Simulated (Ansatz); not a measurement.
## Pb under changes of volume

One of the cells (30.323 Å³/atom); the others are scaled copies at fixed shape and fractional positions:

```
CELL_PARAMETERS angstrom
0.00000 2.47502 2.47502
2.47502 0.00000 2.47502
2.47502 2.47502 0.00000
ATOMIC_POSITIONS crystal
Pb 0.00000 0.00000 0.00000
```

```yaml
Program: Ansatz 0.2.0
Functional: PBE
Potentials_or_basis: Ansatz PAW earlier set
Cutoff: 700 eV
Density_cutoff: 2800 eV
k_mesh: 9 × 9 × 9
Occupations: fermi-dirac, width 0.05 eV
Spin: no spin polarisation
```

```csv
volume (Å³/atom),energy over the lowest point (meV/atom),pressure (GPa)
28.503,56.79,6.0
29.110,36.50,4.7
29.716,21.24,3.4
30.323,?,?
30.929,3.68,1.3
31.535,0.34,0.5
32.142,0.00,-0.3
```

What does the run at 30.323 Å³/atom give?

Energy over the lowest point 10.47 meV/atom; pressure 2.3 GPa.

Worked out: A Birch-Murnaghan fit of order 3 (a polynomial in V^(-2/3)) to the other rows has its minimum at 31.90 Å³/atom with B0 = V·E''(V) = 39 GPa and B' = 5.8. It gives 10.50 meV/atom at 30.323 Å³/atom, against the run's 10.47, and -dE/dV = 2.3 GPa, against 2.3.

Energies are extrapolated to zero smearing.
